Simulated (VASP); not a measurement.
**BAs: relaxation of cell and atoms with PBEsol**

The system is BAs.

```
B As
1.0
     0.00000    2.38850    2.38850
     2.38850    0.00000    2.38850
     2.38850    2.38850    0.00000
B As
1 1
Direct
  0.00000 0.00000 0.00000
  0.25000 0.25000 0.25000
```

```
Program                : VASP 6.6.1
Task                   : relaxation of cell and atoms
Functional             : PBEsol
Potentials or basis    : VASP PAW PBE potentials, release 64 (B, As)
Cutoff                 : 600 eV
k mesh                 : 10 × 10 × 10
Occupations            : gaussian, width 0.03 eV
Spin                   : no spin polarisation
Further INCAR settings : ALGO = Normal; EDIFF = 1e-07; IBRION = 2; EDIFFG = -0.005; NSW = 90; ISIF = 3
```

| Item | Value |
| --- | --- |
| Pressure after relaxing | 0.1 GPa |
| Band gap on the k mesh | 1.08 eV, indirect (least direct gap 3.24 eV) |

Final structure:
```cif
data_structure
_symmetry_space_group_name_H-M 'P 1'
_symmetry_Int_Tables_number 1
_cell_length_a 3.3778
_cell_length_b 3.3778
_cell_length_c 3.3778
_cell_angle_alpha 60.000
_cell_angle_beta 60.000
_cell_angle_gamma 60.000
_cell_volume 27.25
loop_
_atom_site_label
_atom_site_type_symbol
_atom_site_fract_x
_atom_site_fract_y
_atom_site_fract_z
_atom_site_occupancy
B1 B 0.00000 0.00000 0.00000 1
As1 As 0.25000 0.25000 0.25000 1
```

Levels at points of the mesh, in eV from the valence-band top:
```csv
k point,band 1,band 2,band 3,band 4,band 5,band 6,band 7,band 8
"(0.00, 0.00, 0.00)",-15.44,0.00,0.00,0.00,3.24,3.24,3.24,4.68
"(0.50, 0.00, 0.00)",-12.55,-8.83,-1.83,-1.83,2.65,4.73,4.73,8.71
"(0.50, 0.50, 0.00)",-11.24,-8.53,-4.11,-4.11,1.31,1.34,11.34,11.34
```

Run time: 3.3 s on 4 MPI ranks on Intel(R) Xeon(R) 6975P-C (Granite Rapids), on a shared host, peak memory 0.15 GiB a rank.

Caveat: the relaxation stopped at its first step, so nothing moved; the PAW data sets were made with another functional, which shifts forces and pressure a little. A k mesh can miss the band edges.
